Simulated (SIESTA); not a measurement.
Crystal: CuO (Tenorite).

```
Cu O
1.0
     2.34185   -1.71130    0.00000
     2.34185    1.71130    0.00000
    -0.85003    0.00000    5.05787
Cu O
2 2
Direct
  0.50000 0.00000 0.50000
  0.00000 0.50000 0.00000
  0.41840 0.58160 0.75000
  0.58160 0.41840 0.25000
```

Base run:

```yaml
Program: SIESTA 5.4.2
Functional: PBE
Potentials_or_basis: PseudoDojo 0.4 standard (PBE files)
Basis: DZ (energy shift 0.003 Ry; two zetas on semicore shells)
Grid_cutoff: 800 Ry
Energy_shift: 0.003 Ry
k_mesh: 10 × 10 × 5
Occupations: fermi-dirac, width 0.05 eV
Spin: no spin polarisation
```

Its results: band gap on the k mesh none (metal or under the smearing width); pressure 5.4 GPa; largest force 0.010 eV/Å.

**Question.** The run is repeated on the same cell with these changes: basis from DZ (energy shift 0.003 Ry; two zetas on semicore shells) to DZDP (energy shift 0.003 Ry; two zetas on semicore shells). What comes out?

**Answer.** Band gap on the k mesh none (metal or under the smearing width); pressure 7.0 GPa; largest force 0.087 eV/Å.

Caveats: short orbitals over semicore shells can move pressures by several GPa; the basis of atomic orbitals isn't converged, which shifts pressures, moduli and gaps; the run has no spin polarisation, though such a crystal can be magnetic; semilocal functionals often make such compounds metallic where correlation or magnetic order opens a gap, which also shifts bond lengths; the basis has no polarisation orbitals (some runs).
